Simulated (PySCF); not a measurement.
Norbornadiene, C7H8.
Atom-mapped SMILES: `[CH:1]1=[CH:2][C@@H:3]2[CH:4]=[CH:5][C@H:6]1[CH2:7]2`

Structure used (GFN2-xTB), in Å, numbered top down from 1:
```xyz
15
C7H8 angstrom
C      1.3037    0.5514   -0.4965
C      1.2127   -0.7682   -0.4346
C     -0.0976   -1.0953    0.2669
C     -1.1931   -0.6123   -0.6726
C     -1.1021    0.7074   -0.7339
C      0.0557    1.1195    0.1637
C     -0.1221    0.0683    1.2744
H      2.0659    1.1581   -0.9470
H      1.8824   -1.5124   -0.8216
H     -0.2009   -2.1069    0.6484
H     -1.8630   -1.2703   -1.1925
H     -1.6784    1.3999   -1.3176
H      0.0951    2.1668    0.4487
H     -1.0680    0.1578    1.8085
H      0.7052    0.0443    1.9836
```

Probes without a nucleus sit at each ring's centroid and 1 Å off its mean plane on both sides; NICS is minus the shielding there, NICSzz its component along the normal. Level: GIAO PBE0/pcSseg-1 (PySCF, non-relativistic, gas phase) on the GFN2-xTB geometry, one conformer.

Ring bond lengths (Å), with Mayer bond orders in brackets: C1–C2 1.324 (1.86), C2–C3 1.522 (0.96), C3–C7 1.539 (0.96), C7–C6 1.540 (0.96), C6–C1 1.522 (0.96); C3–C4 1.522 (0.96), C4–C5 1.324 (1.86), C5–C6 1.522 (0.96), C6–C7 1.540 (0.96), C7–C3 1.539 (0.96).

Task: What do the NICS probes read (ppm)?

Result: 
```json
{"ring": "C1–C2–C3–C7–C6", "type": "5-membered carbocycle; formal bonds 1 double, 4 single", "NICS(0)": "-1.6", "NICS(1), two faces": "-2.8 / -3.8", "NICS(1)zz, two faces": "-6.7 / -3.5", "rms pucker (Å)": "0.27", "centre to ring atoms, mean (Å)": "1.22"}
{"ring": "C3–C4–C5–C6–C7", "type": "5-membered carbocycle; formal bonds 1 double, 4 single", "NICS(0)": "-1.6", "NICS(1), two faces": "-3.8 / -2.8", "NICS(1)zz, two faces": "-3.5 / -6.7", "rms pucker (Å)": "0.27", "centre to ring atoms, mean (Å)": "1.22"}
```

Task: What do they say, and how far can they be read as aromaticity?

Result: 
- C1–C2–C3–C7–C6: mean NICS(1)zz -5.1 ppm, shielded. C3, C6, C7 have four or more neighbours; no verdict on aromaticity is drawn. The two faces differ by 3.2 ppm, so no symmetry operation interchanges them.
- C3–C4–C5–C6–C7: mean NICS(1)zz -5.1 ppm, shielded. C3, C6, C7 have four or more neighbours, so the value isn't read as a sign of a π ring current. The two faces differ by 3.2 ppm, so no symmetry operation interchanges them.
